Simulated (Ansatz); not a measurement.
Rock-salt LiI was calculated with r²SCAN (PAW; Ansatz, a quantum-chemistry and plane-wave program).

A relaxed, unreconstructed slab of the (100) face has 8 atoms, two equal faces of 18.120 Å² each and an energy of -30943.3176 eV. A bulk cell of 4 atoms with the same orientation and in-plane k mesh has -15471.7827 eV. Energies are extrapolated to zero smearing.

Settings: plane-wave cutoff 500 eV, 6×6×1 k mesh (along the axes of the cell as run), gaussian smearing 0.02 eV, scalar-relativistic PAW data made under PBE.

Worked out: γ = (E_slab − N E_bulk per atom)/2A = [-30943.3176 − 8 × (-15471.7827/4)]/(2 × 18.120) = 0.0068 eV/Å². With 16.022 J/m² per eV/Å² this is 0.11 J/m², or 0.12 eV per surface cell and face.
